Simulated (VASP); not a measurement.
Output of a VASP run:

File OSZICAR:
```
...
DAV:  10    -0.279276604664E+02    0.44397E+00   -0.57462E-01   664   0.865E+00    0.201E-01
DAV:  11    -0.279430816984E+02   -0.15421E-01   -0.11097E-01   544   0.426E+00    0.394E-01
DAV:  12    -0.279281841560E+02    0.14898E-01   -0.48342E-02   512   0.276E+00    0.728E-02
DAV:  13    -0.279262642992E+02    0.19199E-02   -0.42188E-03   672   0.797E-01    0.625E-02
DAV:  14    -0.279258461743E+02    0.41812E-03   -0.24066E-03   576   0.523E-01    0.582E-02
DAV:  15    -0.279259672658E+02   -0.12109E-03   -0.56094E-04   528   0.291E-01    0.206E-02
DAV:  16    -0.279259513998E+02    0.15866E-04   -0.35206E-05   856   0.573E-02    0.728E-03
DAV:  17    -0.279259513904E+02    0.93842E-08   -0.49311E-06   592   0.228E-02
   1 F= -.27925951E+02 E0= -.27925951E+02  d E =-.279260E+02
       N       E                     dE             d eps       ncg     rms          rms(c)
DAV:   1    -0.280911524948E+02   -0.16520E+00   -0.36047E+00   512   0.209E+01    0.282E+00
DAV:   2    -0.279403506572E+02    0.15080E+00   -0.73248E-01   536   0.778E+00    0.641E-01
DAV:   3    -0.279323651730E+02    0.79855E-02   -0.31233E-02   752   0.211E+00    0.279E-01
DAV:   4    -0.278940180255E+02    0.38347E-01   -0.57050E-02   512   0.310E+00    0.154E-01
DAV:   5    -0.279296516472E+02   -0.35634E-01   -0.18936E-02   512   0.169E+00    0.688E-02
DAV:   6    -0.279294128796E+02    0.23877E-03   -0.55857E-04   792   0.224E-01    0.416E-02
DAV:   7    -0.279293633665E+02    0.49513E-04   -0.11697E-03   512   0.418E-01    0.237E-02
DAV:   8    -0.279297243739E+02   -0.36101E-03   -0.86175E-04   512   0.336E-01    0.102E-02
DAV:   9    -0.279298434810E+02   -0.11911E-03   -0.13254E-04   512   0.139E-01    0.574E-03
DAV:  10    -0.279298318802E+02    0.11601E-04   -0.99089E-06   816   0.353E-02    0.372E-03
DAV:  11    -0.279298237734E+02    0.81068E-05   -0.17431E-06   432   0.174E-02    0.202E-03
DAV:  12    -0.279298210394E+02    0.27339E-05   -0.65896E-07   416   0.945E-03    0.129E-03
DAV:  13    -0.279298153088E+02    0.57306E-05   -0.62149E-08   264   0.318E-03    0.435E-04
DAV:  14    -0.279298125052E+02    0.28035E-05   -0.37701E-08   256   0.228E-03    0.135E-04
DAV:  15    -0.279298126106E+02   -0.10537E-06   -0.96664E-09   256   0.907E-04
   2 F= -.27929813E+02 E0= -.27929813E+02  d E =-.386122E-02
       N       E                     dE             d eps       ncg     rms          rms(c)
DAV:   1    -0.279372309949E+02   -0.74185E-02   -0.16589E-01   512   0.447E+00    0.609E-01
DAV:   2    -0.279307955676E+02    0.64354E-02   -0.33503E-02   536   0.166E+00    0.139E-01
DAV:   3    -0.279301198446E+02    0.67572E-03   -0.13756E-03   752   0.450E-01    0.603E-02
DAV:   4    -0.279295464232E+02    0.57342E-03   -0.19836E-03   512   0.577E-01    0.336E-02
DAV:   5    -0.279300979919E+02   -0.55157E-03   -0.36247E-04   544   0.227E-01    0.152E-02
DAV:   6    -0.279300680482E+02    0.29944E-04   -0.17687E-05   752   0.426E-02    0.908E-03
DAV:   7    -0.279300282295E+02    0.39819E-04   -0.89371E-05   512   0.115E-01    0.371E-03
DAV:   8    -0.279300857313E+02   -0.57502E-04   -0.35949E-05   512   0.700E-02    0.141E-03
DAV:   9    -0.279300879230E+02   -0.21917E-05   -0.17045E-06   552   0.151E-02    0.119E-03
DAV:  10    -0.279300890543E+02   -0.11313E-05   -0.42961E-07   296   0.748E-03    0.370E-04
DAV:  11    -0.279300909680E+02   -0.19137E-05   -0.12536E-07   256   0.385E-03    0.275E-04
DAV:  12    -0.279300913484E+02   -0.38043E-06   -0.29205E-08   256   0.139E-03
   3 F= -.27930091E+02 E0= -.27930091E+02  d E =-.413996E-02
```

### OUTCAR
```
------------------------ aborting loop because EDIFF is reached ----------------------------------------
  FORCE on cell =-STRESS in cart. coord.  units (eV):
  Direction    XX          YY          ZZ          XY          YZ          ZX
  --------------------------------------------------------------------------------------
  Total        0.0541792      0.0541792      0.0541792     -0.0000000      0.0000000      0.0000000
  in kB        2.1313306      2.1313306      2.1313306     -0.0000000      0.0000000      0.0000000
  external PRESSURE =       2.1313306 kB  Pullay stress =       0.0000000 kB
  volume of cell :       40.73
      direct lattice vectors                 reciprocal lattice vectors
     0.000000000  2.730785046  2.730785046    -0.183097531  0.183097531  0.183097531
     2.730785046  0.000000000  2.730785046     0.183097531 -0.183097531  0.183097531
     2.730785046  2.730785046  0.000000000     0.183097531  0.183097531 -0.183097531
 POSITION                                       TOTAL-FORCE (eV/Angst)
 -----------------------------------------------------------------------------------
      0.00000      0.00000      0.00000         0.000000      0.000000      0.000000
      1.36539      1.36539      1.36539        -0.000000     -0.000000     -0.000000
      4.09618      4.09618      4.09618        -0.000000      0.000000     -0.000000
 -----------------------------------------------------------------------------------
    total drift:                                0.000000     -0.000000      0.000000
  FREE ENERGIE OF THE ION-ELECTRON SYSTEM (eV)
  ---------------------------------------------------
  free  energy   TOTEN  =       -27.9300913484 eV

  energy  without entropy=      -27.9300913484  energy(sigma->0) =      -27.93009135

 reached required accuracy - stopping structural energy minimisation
```
(Selected blocks of OUTCAR.)

**POSCAR**
```
CaF2
1
    0.0000000000     2.7137071620     2.7137071620
    2.7137071620    -0.0000000000     2.7137071620
    2.7137071620     2.7137071620     0.0000000000
Ca F
1 2
Direct
  1.0000000000   0.0000000000   1.0000000000
  0.2500000000   0.2500000000   0.2500000000
  0.7500000000   0.7500000000   0.7500000000
```

### Question
Reconstruct the remaining input files.

### Answer
One answer among several that fit: the input of the run itself, MS2 meta-GGA, plane waves, VASP's PBE PAW potentials (set 64).

INCAR:
```
# general
SYSTEM =CaF2
PREC   =Accurate
ENCUT  =520
LREAL  =F
LASPH  =T

# electronic loop
EDIFF  =1E-6
NELM   =100
ALGO   =Normal
LMIXTAU=T

# smearing
ISMEAR =0
SIGMA  =0.05

# functional
METAGGA=MS2

# ions
IBRION =2
NSW    =60
ISIF   =3
EDIFFG =-0.02

# output
LWAVE  =F
LCHARG =F
```

KPOINTS:
```
Regular mesh
0
Gamma
 6 6 6
0 0 0
```

POTCAR, in this order: Ca_sv F (PBE.64 set). Program: vasp_std.

The compound is CaF2 in the fluorite structure. This run relaxes it. Symmetry was kept, so distortions that lower it aren't found. The start is the result of an earlier pass.
